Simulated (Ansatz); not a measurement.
System: cubic perovskite LaAlO3 (cubic high-temperature phase). Method: dielectric-dependent PBE hybrid (PAW; Ansatz, a first-principles code).

Input:

Ansatz 0.2 input:
```yaml
crystal:
  lattice:
    - [3.81, 0.0, 0.0]
    - [0.0, 3.81, 0.0]
    - [0.0, 0.0, 3.81]
  atoms:
    - { symbol: La, position: [0.0, 0.0, 0.0] }
    - { symbol: Al, position: [0.5, 0.5, 0.5] }
    - { symbol: O, position: [0.5, 0.0, 0.5] }
    - { symbol: O, position: [0.0, 0.5, 0.5] }
    - { symbol: O, position: [0.5, 0.5, 0.0] }
basis:
  ecutwfc: 460
  ecutrho_ratio: 4
  xc_grid: 2
kpoints:
  mp_grid: { grid: [6, 6, 6] }
hamiltonian:
  xc:
    exchange: pbe
    correlation: pbe
    exx: { coeff: inverse_dielectric }
  dispersion: none
  pseudopotentials: { kind: paw }
scf:
  occupations: { method: fermi_dirac, width: 0.01 }
  convergence: { dr2_threshold: 0.0000000005 }
output:
  forces: true
  stress: true
  eigenvalues: true
```

### Question
How many irreducible k-points, plane waves at Γ does the program set up, and what pressure does the run end with?

### Answer
20 irreducible k-points, 1237 plane waves at Γ; P = -4.32 GPa, so the cell is stretched on average and its volume would shrink at this level.

Output (set-up and result lines):

```
WARN output.stress: scf.exx.energy_threshold = 1e-6 eV is looser than the 5e-8 eV advised for a stress under a hybrid functional (1e-8 eV for each atom of the …
Crystal: 5 atoms, lattice volume = 55.306 Å³
Basis set: ecut = 460 eV, 1237 PW (Γ), exchange–correlation on 54×54×54 points (8 copies of the dense FFT grid, shifted against one another)
Bands: 21, of which v1, the nominal top of the filled ones, is band 16 counted from 1 (15 counted from 0)
Symmetry: 48 space group operations
Space group: Pm-3m (ITA 221), of the structure as read, at distance tolerance 3.8e-5 Å
k-points: 20 of 216
SCF iter   1: F=—  HF=-8498.845132 eV  |F-HF|=—  |Δ(HF+E_count)|=         —  Δρ=1.62e-3  dr2=3.11e-4
SCF iter   2: F=-8498.846844 eV  HF=-8498.846688 eV  |F-HF|=1.56e-4  |Δ(HF+E_count)|=   1.56e-3  Δρ=8.71e-4  dr2=1.08e-4
Crystal: 5 atoms, lattice volume = 55.306 Å³
Initial density: handed on by an earlier stage of this run
Functional: x = 0.7929751969867076 pbe(κ = 0.804, μ = 0.2195149727645171) + 0.20702480301329243 exact, c = pbe(β = 0.06672455060314922)
  ...
Crystal: 5 atoms, lattice volume = 55.306 Å³
SCF iter   4: F=—  HF=-8502.192821 eV  |F-HF|=—  |Δ(HF+E_count)|=   2.49e-8  Δρ=1.33e-6  dr2=7.28e-10
SCF iter   5: F=-8502.192821 eV  HF=-8502.192821 eV  |F-HF|=0.00e0  |Δ(HF+E_count)|=  8.00e-11  Δρ=1.41e-7  dr2=3.68e-11
SCF 3 converged in 5 iterations: F = -8502.192821 eV  dr2 = 3.68e-11
Free energy (F): -8502.192821 eV
Internal energy: -8502.192821 eV  (E = F + TS)
E sigma→0 (E₀):  -8502.192821 eV
Fermi energy:    12.687056 eV
--- Forces (eV/Å), atoms counted from 1 ---
  atom   1  La    -0.00000000     0.00000000    -0.00000000
  atom   2  Al     0.00000000    -0.00000000     0.00000000
  atom   3  O      0.00000000    -0.00000000    -0.00000000
  atom   4  O      0.00000000     0.00000000    -0.00000000
  atom   5  O      0.00000000     0.00000000     0.00000000
--- Stress (GPa, compression-positive) ---
       -4.321716       0.000000       0.000000
        0.000000      -4.321716       0.000000
        0.000000       0.000000      -4.321716
  P = ⅓ Tr σ = -4.3217 GPa (-43.217 kbar)
```

The PAW data were made under PBE.

Note: held by symmetry at 0 K, a high-temperature phase can be a saddle point. Note: cell and atoms aren't relaxed at this level (pressure -4.3 GPa).

Computing time: about 2.2 core-minutes (a rough figure).
